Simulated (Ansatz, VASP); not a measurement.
## HfN: VASP beside Ansatz

File POSCAR:

```
HfN
1.0
    3.4332100000      0.0000000000      0.0000000000
   -1.7166000000      2.9732400000      0.0000000000
    0.0000000000      0.0000000000      3.9698200000
Hf N
1 1
Direct
    0.0000000000      0.0000000000      0.5000000000
    0.0000000000      0.0000000000      0.0000000000
```

INCAR.step1

```
SYSTEM = HfN
ALGO     = Normal         ! electronic algorithm
EDIFF    = 1E-5           ! SCF threshold, eV
ENCUT    = 520            ! plane-wave cutoff, eV
GGA      = PE             ! functional
ISIF     = 2              ! what is computed and relaxed
ISMEAR   = -1             ! smearing method
LASPH    = .TRUE.         ! aspherical terms in the spheres
LCHARG   = .FALSE.        ! write CHGCAR
LREAL    = .FALSE.        ! projectors in reciprocal space
LWAVE    = .TRUE.         ! write WAVECAR
NBANDS   = 14             ! bands
NELM     = 100            ! most SCF steps
PREC     = Accurate       ! precision mode
SIGMA    = 0.05           ! smearing width, eV
```

File INCAR.step2:

```
SYSTEM = HfN
AEXX     = 0.5            ! exact-exchange fraction
ALGO     = Normal         ! electronic algorithm
EDIFF    = 1E-6           ! SCF threshold, eV
ENCUT    = 520            ! plane-wave cutoff, eV
GGA      = PE             ! functional
HFSCREEN = 0.2            ! screening, 1/A
ISIF     = 2              ! what is computed and relaxed
ISMEAR   = -1             ! smearing method
ISTART   = 1            
LASPH    = .TRUE.         ! aspherical terms in the spheres
LCHARG   = .FALSE.        ! write CHGCAR
LHFCALC  = .TRUE.         ! exact exchange
LREAL    = .FALSE.        ! projectors in reciprocal space
LWAVE    = .FALSE.        ! write WAVECAR
NBANDS   = 14             ! bands
NELM     = 100            ! most SCF steps
PREC     = Accurate       ! precision mode
PRECFOCK = Fast         
SIGMA    = 0.05           ! smearing width, eV
```

File KPOINTS:

```
k-points
0
G
  5 5 4
  0 0 0
```

Contents of input.yaml:

```yaml
crystal:
  lattice:
    - [3.43321, 0.0, 0.0]
    - [-1.7166, 2.97324, 0.0]
    - [0.0, 0.0, 3.96982]
  atoms:
    - { symbol: Hf, position: [0.0, 0.0, 0.5] }
    - { symbol: "N", position: [0.0, 0.0, 0.0] }
hamiltonian:
  xc: { exchange: pbe, correlation: pbe, exx: { coeff: 0.5, omega: 0.2 } }
  pseudopotentials: { kind: paw }
kpoints:
  mp_grid: { grid: [5, 5, 4] }
scf:
  occupations: { method: fermi_dirac, width: 0.05 }
output:
  forces: true
  stress: true
  eigenvalues: true
```

The cell was built by a generator and needn't be a form met in nature.

Alike in both runs: task single point; functional HSE(alpha, omega); k mesh 5 × 5 × 4; occupations fermi-dirac, width 0.05 eV; no spin polarisation.

|  | VASP | Ansatz |
| --- | --- | --- |
| version | VASP 6.6.1 | Ansatz 0.2.0 |
| potentials or method | VASP PAW PBE potentials, release 64 (Hf_pv, N) | Ansatz PAW |
| plane-wave cutoff (eV) | 520 | 420 |
| valence electrons in the cell | 15 | 31 |

|  | VASP | Ansatz | Ansatz less VASP |
| --- | --- | --- | --- |
| gap on the k mesh at the Fermi level (eV) | none | none | - |
| pressure (GPa) | 1.3 | -3.7 | -4.99 |
| largest component of the traceless stress (GPa) | 2.97 | 19.35 | +16.383 |

A gap of «none» marks a metal or a gap that the smearing closes. The two sets of potentials don't hold the same shells in valence.

Caveats: the k mesh is coarse (spacing up to 0.42 Å⁻¹), so the values aren't converged, least of all with exact exchange; the PAW data sets were made with another functional, which shifts forces and pressure a little (VASP); the PAW data sets come from PBE, with cores solved anew for the run's functional, which leaves a small shift of forces and pressure (Ansatz); the thresholds are loose for stress (Ansatz). Spin-orbit coupling is left out, which matters for the levels of Hf.
